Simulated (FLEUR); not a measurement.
# 1 ML Ni on Cu(001), 3 substrate layers: parallel and opposed starts

Aim: find out whether 1 ML Ni on Cu(001), 3 substrate layers carries moments, and which collinear order costs least.

Calculated with FLEUR MaX-R8.1; PBE; all-electron FLAPW film, Dirac cores, scalar-relativistic bands.

### 1. The starting structure

The cell holds 4 atoms: 3 Cu and 1 Ni. Its edges and angles: a = 2.556 Å, b = 2.556 Å, c = 19.425 Å, α = 90.0°, β = 90.0°, γ = 90.0°. Vacuum lies along c.

As a file:

```
Cu Ni
1.0
     2.55619    0.00000    0.00000
     0.00000    2.55619    0.00000
     0.00000    0.00000   19.42519
Cu Ni
3 1
Direct
  0.00000 0.00000 0.36036
  0.50000 0.50000 0.45341
  0.00000 0.00000 0.54646
  0.50000 0.50000 0.63708
```

It is built of layers of Cu (space group 225) and Ni (space group 225).

### 2. Run 1 (ferro +)

The parallel start comes first: it shows whether parallel moments hold.

inpgen writes inp.xml from crystal.txt; cutoffs, mixing, functional, smearing and local orbitals are then set in the file. The k list default-1 (kpts.xml, not shown) is a Γ-centred 12×12×1 mesh; where the ranks do not divide the number of points, some are split in two of half the weight.

inp.xml

```
<?xml version="1.0" encoding="UTF-8" standalone="no"?>
<fleurInput fleurInputVersion="0.39">
   <comment>
      NiCu3
   </comment>
   <calculationSetup>
      <cutoffs Kmax="3.63" Gmax="10.9" GmaxXC="10.9" numbands="0"/>
      <scfLoop itmax="140" minDistance="0.00002" maxIterBroyd="15" imix="Anderson" alpha="0.03" precondParam="0.0" spinf="2.0" sdNocoIR="T"/>
      <coreElectrons ctail="T" frcor="F" kcrel="0" coretail_lmax="0"/>
      <xcFunctional name="pbe" relativisticCorrections="F"/>
      <magnetism jspins="2"/>
      <soc l_soc="F" theta="0.0" phi="0.0" spav="F"/>
      <expertModes spex="0" secvar="F"/>
      <geometryOptimization l_f="F" forcealpha="1.0" forcemix="BFGS" epsdisp="0.00001" epsforce="0.00001"/>
      <ldaU l_linMix="F" mixParam="0.05" spinf="1.0"/>
   </calculationSetup>
   <cell>
      <bzIntegration valenceElectrons="51.0" mode="hist" fermiSmearingEnergy="0.00183747">
         <kPointListSelection listName="default-1"/>
         <xi:include xmlns:xi="http://www.w3.org/2001/XInclude" href="kpts.xml"> </xi:include>
      </bzIntegration>
      <xi:include xmlns:xi="http://www.w3.org/2001/XInclude" href="sym.xml"> </xi:include>
      <filmLattice scale="1.0" dVac="15.48" dTilda="17.98">
         <bravaisMatrixFilm>
            <row-1>    4.8305009121673983     0.0000000000000000</row-1>
            <row-2>    0.0000000000000000     4.8305009121673983</row-2>
         </bravaisMatrixFilm>
         <vacuumEnergyParameters vacuum="1" spinUp="-.25" spinDown="-.25"/>
         <vacuumEnergyParameters vacuum="2" spinUp="-.25" spinDown="-.25"/>
      </filmLattice>
   </cell>
   <atomSpecies>
      <species name="Copper (Cu)" element="Cu" atomicNumber="29">
         <mtSphere radius="2.26" gridPoints="747" logIncrement="0.016"/>
         <atomicCutoffs lmax="8" lnonsphr="6"/>
         <electronConfig flipSpins="F">
            <coreConfig>(1s1/2) (2s1/2) (2p1/2) (2p3/2) (3s1/2) (3p1/2) (3p3/2)</coreConfig>
            <valenceConfig>(4s1/2) (3d3/2) (3d5/2)</valenceConfig>
            <stateOccupation state="(4s1/2)" spinUp="0.500000" spinDown="0.500000"/>
         </electronConfig>
         <energyParameters s="4" p="4" d="3" f="4"/>
      </species>
      <species name="Nickel (Ni1.001" element="Ni" atomicNumber="28">
         <mtSphere radius="2.26" gridPoints="747" logIncrement="0.016"/>
         <atomicCutoffs lmax="8" lnonsphr="6"/>
         <electronConfig flipSpins="F">
            <coreConfig>(1s1/2) (2s1/2) (2p1/2) (2p3/2)</coreConfig>
            <valenceConfig>(3s1/2) (3p1/2) (3p3/2) (4s1/2) (3d3/2) (3d5/2)</valenceConfig>
            <stateOccupation state="(3d3/2)" spinUp="1.6" spinDown="1.6"/>
            <stateOccupation state="(3d5/2)" spinUp="2.9005" spinDown="1.8995"/>
         </electronConfig>
         <energyParameters s="4" p="4" d="3" f="4"/>
         <lo type="SCLO" l="0" n="3" eDeriv="0"/>
         <lo type="SCLO" l="1" n="3" eDeriv="0"/>
      </species>
   </atomSpecies>
   <atomGroups>
      <atomGroup species="Copper (Cu)">
         <filmPos label="                   1">.0000000000 .0000000000 -5.0789960999</filmPos>
         <force calculate="T" relaxXYZ="TTT"/>
      </atomGroup>
      <atomGroup species="Copper (Cu)">
         <filmPos label="                   2">1.000/2.000 1.000/2.000 -1.6633261633</filmPos>
         <force calculate="T" relaxXYZ="TTT"/>
      </atomGroup>
      <atomGroup species="Copper (Cu)">
         <filmPos label="                   3">.0000000000 .0000000000 1.7523437733</filmPos>
         <force calculate="T" relaxXYZ="TTT"/>
      </atomGroup>
      <atomGroup species="Nickel (Ni1.001">
         <filmPos label="                   4">1.000/2.000 1.000/2.000 5.0789960999</filmPos>
         <force calculate="T" relaxXYZ="TTT"/>
      </atomGroup>
   </atomGroups>
   <output dos="F" band="F" slice="F">
      <bandDOS minEnergy="-.5*Htr" maxEnergy="0.5*Htr" sigma="0.015" storeEVData="T"/>
      <plotting iplot="0" polar="F">
         <plot TwoD="T" vec1="  1.0  0.0  0.0" vec2="  0.0  1.0  0.0" vec3="  0.0  0.0  1.0" zero="  0.0  0.0 -0.5" file="plot"/>
      </plotting>
      <moessbauerParams electricFieldGradient="F" isomerShift="F" coreHyperfine="F" valenceHyperfine="F"/>
   </output>
</fleurInput>
```

crystal.txt

```
NiCu3
&input film=T cartesian=F /
2.55619100000  0.00000000000  0.00000000000
0.00000000000  2.55619100000  0.00000000000
0.00000000000  0.00000000000  1.00000000000
1.8897261246
1.0 1.0 1.0

4
29 0.00000000000  0.00000000000  -5.07899609986
29 0.50000000000  0.50000000000  -1.66332616328
29 0.00000000000  0.00000000000  1.75234377331
28 0.50000000000  0.50000000000  5.07899609986 : 1.001

&kpt div1=12 div2=12 div3=1 gamma=T /
```

Started as:

```
$ OMP_NUM_THREADS=1 inpgen -f crystal.txt > inpgen.log  # inp.xml is then edited as shown
$ OMP_NUM_THREADS=1 mpirun -n 4 fleur_MPI > fleur.log
```

Output:

```text
Welcome to FLEUR        (www.flapw.de)
      MaX-Release 8.1          (www.max-centre.eu)

 ========== k-point set info ==========
 Selected k-point list: default-1
 k-point list type: mesh
 12 x 12 x 1
 Number of k points: 28

 ------------Calculation Setup---------------------------
 Number of MPI-tasks      :            4
 Number of PE/node        :            4
 Number of OMP-threads    :            1
 k-points in parallel     :            4
 pe's per k-point         :            1
 No of k-point loops      :            7
 Eigenvalue solver        :       lapack
 Number of basis functions:          378
 Approximate size of matrices (H+S) per k-point:         0.004 GB
 --------------------------------------------------------
 Iteration:     1   Distance:      64.75617694 me/bohr^3
 Iteration:     2   Distance:      40.75476957 me/bohr^3
 Iteration:     3   Distance:      32.79946764 me/bohr^3
 Iteration:     4   Distance:      21.63998535 me/bohr^3
 Iteration:     5   Distance:      10.96406493 me/bohr^3
 Iteration:     6   Distance:       9.49152665 me/bohr^3
 Iteration:     7   Distance:       7.60047791 me/bohr^3
 Iteration:     8   Distance:       8.39022186 me/bohr^3
 Iteration:     9   Distance:      10.18087257 me/bohr^3
 Iteration:    10   Distance:       5.61031777 me/bohr^3
[... 44 iterations left out ...]
 Iteration:    55   Distance:       0.00010227 me/bohr^3
 Iteration:    56   Distance:       0.00007579 me/bohr^3
 Iteration:    57   Distance:       0.00005431 me/bohr^3
 Iteration:    58   Distance:       0.00003570 me/bohr^3
 Iteration:    59   Distance:       0.00005945 me/bohr^3
 Iteration:    60   Distance:       0.00006760 me/bohr^3
 Iteration:    61   Distance:       0.00006040 me/bohr^3
 Iteration:    62   Distance:       0.00002686 me/bohr^3
 Iteration:    63   Distance:       0.00002114 me/bohr^3
 Iteration:    64   Distance:       0.00000401 me/bohr^3

 ********************************************************************
 Run finished successfully
 Stop message:
   all done
 ********************************************************************

--- out.xml (last complete iteration) ---
<iteration numberForCurrentRun="   64" overallNumber="   64">
         [... left out ...]
         <bandgap value="0.0170934831" units="eV"/>
         <sumValenceSingleParticleEnergies value="-34.5662552744" units="Htr"/>
         <FermiEnergy value="-0.1796724593" units="Htr"/>
         <valenceDensity>
            <mtCharges spin="1">
               <mtCharge atomType="1" total="4.9413535" s="0.2139981" p="0.1199052" d="4.6004493" f="0.0053481"/>
               <mtCharge atomType="2" total="4.9871729" s="0.2140215" p="0.1774276" d="4.5848459" f="0.0084213"/>
               <mtCharge atomType="3" total="4.9993898" s="0.2165680" p="0.1828022" d="4.5879474" f="0.0093256"/>
               <mtCharge atomType="4" total="8.6767953" s="1.1892810" p="3.1055251" d="4.3739414" f="0.0061434"/>
            </mtCharges>
            <mtCharges spin="2">
               <mtCharge atomType="1" total="4.9445289" s="0.2145205" p="0.1211750" d="4.6018157" f="0.0053630"/>
               <mtCharge atomType="2" total="4.9933910" s="0.2154332" p="0.1787268" d="4.5883044" f="0.0084683"/>
               <mtCharge atomType="3" total="4.9955610" s="0.2190570" p="0.1908751" d="4.5734874" f="0.0094368"/>
               <mtCharge atomType="4" total="8.1796817" s="1.1867835" p="3.1095713" d="3.8751767" f="0.0062680"/>
            </mtCharges>
            <spinDependentCharge spin="1" total="25.7280888" interstitial="2.0348199" mtSpheres="23.6047114" vacuum1="0.0442828" vacuum2="0.0442746"/>
            <spinDependentCharge spin="2" total="25.2719115" interstitial="2.0652075" mtSpheres="23.1131627" vacuum1="0.0485141" vacuum2="0.0450271"/>
            <totalCharge value="51.0000002317"/>
         </valenceDensity>
         [... left out ...]
         <allElectronCharges>
            <spinDependentCharge spin="1" total="57.7280887" interstitial="2.0426756" mtSpheres="55.5968400" vacuum1="0.0442828" vacuum2="0.0442903"/>
            <spinDependentCharge spin="2" total="57.2719114" interstitial="2.0730712" mtSpheres="55.1052834" vacuum1="0.0485141" vacuum2="0.0450428"/>
            <totalCharge value="115.0000001387"/>
         </allElectronCharges>
         <magneticMomentsInMTSpheres units="muBohr">
            <globalMagMoment atomType="1" vec="0.00000   0.00000  -0.00317"/>
            <localMagMoment atomType="1" vec="0.00000   0.00000  -0.00317"/>
            <globalMagMoment atomType="2" vec="0.00000   0.00000  -0.00622"/>
            <localMagMoment atomType="2" vec="0.00000   0.00000  -0.00622"/>
            <globalMagMoment atomType="3" vec="0.00000   0.00000   0.00384"/>
            <localMagMoment atomType="3" vec="0.00000   0.00000   0.00384"/>
            <globalMagMoment atomType="4" vec="0.00000   0.00000   0.49711"/>
            <localMagMoment atomType="4" vec="0.00000   0.00000   0.49711"/>
         </magneticMomentsInMTSpheres>
         <moessbauerParams unitsHFF="kG" unitsIS="e/bohr^3" unitsEFG="Htr/bohr^2">
         </moessbauerParams>
         <totalEnergy value="    -6485.8782886018" units="Htr">
            <sumOfEigenvalues value="    -3765.3530970672">
               <coreElectrons value="-3730.7868417929"/>
               <valenceElectrons value="-34.5662552744"/>
            </sumOfEigenvalues>
            <densityCoulombPotentialIntegral value="-10014.8931027410"/>
            <densityEffectivePotentialIntegral value="-10361.0977714348"/>
            <chargeDenXCDenIntegral value="-266.4323582032"/>
            <FockExchangeEnergyValence value="0.0000000000"/>
            <FockExchangeEnergyCore value="0.0000000000"/>
            <atomTypeDependentContributions atomType="1">
               <electronNucleiInteractionDifferentMTs value="1988.7506367648"/>
               <MadelungTerm value="-4.5601225808"/>
            </atomTypeDependentContributions>
            <atomTypeDependentContributions atomType="2">
               <electronNucleiInteractionDifferentMTs value="1989.2933370060"/>
               <MadelungTerm value="-3.8142114758"/>
            </atomTypeDependentContributions>
            <atomTypeDependentContributions atomType="3">
               <electronNucleiInteractionDifferentMTs value="1989.3617731461"/>
               <MadelungTerm value="-3.8069741822"/>
            </atomTypeDependentContributions>
            <atomTypeDependentContributions atomType="4">
               <electronNucleiInteractionDifferentMTs value="1823.4785586984"/>
               <MadelungTerm value="-4.6784395416"/>
            </atomTypeDependentContributions>
            <tkbTimesEntropy value="0.0012568777"/>
            <freeEnergy value="-6485.8795454795"/>
            <extrapolationTo0K value="-6485.8789170406"/>
         </totalEnergy>
         <densityConvergence units="me/bohr^3">
            <chargeDensity spin="1" distance="0.0000018624"/>
            <chargeDensity spin="2" distance="0.0000034423"/>
            <overallChargeDensity distance="0.0000040052"/>
            <spinDensity distance="0.0000038202"/>
         </densityConvergence>
      </iteration>
```

Wall time 2 min (4 MPI ranks of Arm Neoverse V2, shared host); peak memory 0.34 GiB.

Spin moment in the muffin-tin sphere by atom:

```tsv
atom	spin moment in the muffin-tin sphere (μB)
Cu1	-0.003
Cu2	-0.006
Cu3	0.004
Ni4	0.497
```

This step gave:

* free energy: -176489.7735 eV
* program's band gap on this mesh (in a metal only a level spacing): 0.01709 eV
* magnetization: 0.4562 μB
* final state: ferromagnetic

After 64 cycles the largest moment stands at 0.497 μB.

(Continued in part 2 of 3.)

[Logs and program files are shortened in this print: banners, set-up blocks, solver, clock and traceback lines can be left out without a mark of their own.]

[Logs are printed without paths, hosts, clocks, repeated set-up lines and the standing remarks that a program may print on its own settings, such as how far it seeks lower states.]

[Hosts, paths, dates, database ids (printed as entryN), source tags and the programs' standing remarks are cut or masked in the printed files.]

[Where a cell is said to come from a database of computed structures, the database is the Materials Project.]
